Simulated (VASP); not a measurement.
Crystal: FeO (Wuestite).

```
CELL_PARAMETERS angstrom
0.00000 2.15540 2.15540
2.15540 0.00000 2.15540
2.15540 2.15540 0.00000
ATOMIC_POSITIONS crystal
Fe 0.00000 0.00000 0.00000
O 0.50000 0.50000 0.50000
```

```yaml
Program: VASP 6.6.1
Task: relaxation of cell and atoms
Functional: RPBE
Potentials_or_basis: VASP PAW PBE potentials, release 64 (Fe, O)
Cutoff: 600 eV
k_mesh: 8 × 8 × 8
Occupations: fermi-dirac, width 0.05 eV
Spin: collinear spin, ferromagnetic start
Starting_moments: "[3.0, 0.0] μB"
```

At the start: pressure 5.1 GPa; volume 10.01 Å³/atom.

Where does the relaxation end?

Over 3 steps the energy falls by 4.7 meV/atom and the volume is 10.31 Å³/atom (+3.0 %); space group Fm-3m (No. 225, to 0.05 Å); moment 4.00 μB per cell.

Step by step:
| step | energy change (eV) | largest force (eV/Å) | pressure (GPa) | volume (Å³) |
| --- | --- | --- | --- | --- |
| 1 | 0.0000 | 0.0000 | 5.10 | 20.03 |
| 2 | -0.0066 | 0.0000 | -2.65 | 20.97 |
| 3 | -0.0095 | 0.0000 | -0.05 | 20.63 |

Final structure:
```
Fe O
1.0
     0.00000    2.17674    2.17674
     2.17674    0.00000    2.17674
     2.17674    2.17674    0.00000
Fe O
1 1
Direct
  0.00000 0.00000 0.00000
  0.50000 0.50000 0.50000
```

Caveat: the PAW data sets were made with another functional, which shifts forces and pressure a little; a cell with one magnetic atom can't hold antiferromagnetic order, which such compounds often take.
